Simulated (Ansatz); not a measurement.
# PbO: what symmetry allows forces and stress to be

```
Pb O
1.0
     3.96637    0.00000    0.00000
     0.00000    3.96637    0.00000
     0.00000    0.00000    4.93653
Pb O
2 2
Direct
  0.00000 0.50000 0.23080
  0.50000 0.00000 0.77521
  0.00000 0.00000 0.99700
  0.50000 0.50000 0.99700
```

Computed with DFT PBE, scalar-relativistic, plane waves, PAW (Ansatz).

Plane waves to 420 eV, a k mesh through Γ of 8×8×6 on the computed 4-atom cell and Gaussian smearing (0.02 eV); no spin polarisation.

This distorted cell has space group P4mm, with 8 operations.

Task: Without a calculation: in which directions can each atom feel a force?

Result: A force must be left unchanged by every operation that keeps its atom in place, so it lies in the space that those operations leave fixed. Atoms that the group maps onto each other feel forces of one size.
```csv
atom,site symmetry,operations at the site,equivalent to atom,allowed force (Cartesian)
Pb1,4mm,8,1,"along (0.00, 0.00, 1.00)"
Pb2,4mm,8,2,"along (0.00, 0.00, 1.00)"
O3,2mm.,4,3,"along (0.00, 0.00, 1.00)"
O4,2mm.,4,3,"along (0.00, 0.00, 1.00)"
```

That leaves 3 independent force components of 12, tied by 1 condition that the forces sum to zero, so 2 remain. A relaxation in this cell that keeps the symmetry moves the atoms in these directions alone.

Task: And the stress tensor?

Result: It must be invariant under the point group, which leaves 2 independent components: yz, xz, xy vanish; xx = yy.

Task: Do the computed values obey this?

Result: Yes. Forces (eV/Å):
```
Pb1  0.000  0.000  1.177
Pb2  0.000  0.000 -1.727
O3   0.000  0.000  0.275
O4   0.000  0.000  0.275
```

Stress (GPa, compression positive, xx yy zz yz xz xy): 9.19 9.19 8.68 0.00 0.00 0.00. The program imposes the same operations on density, forces and stress, so this confirms the analysis and is no independent test of the calculation.

Spin–orbit coupling is left out, which can shift energies with elements as heavy as these.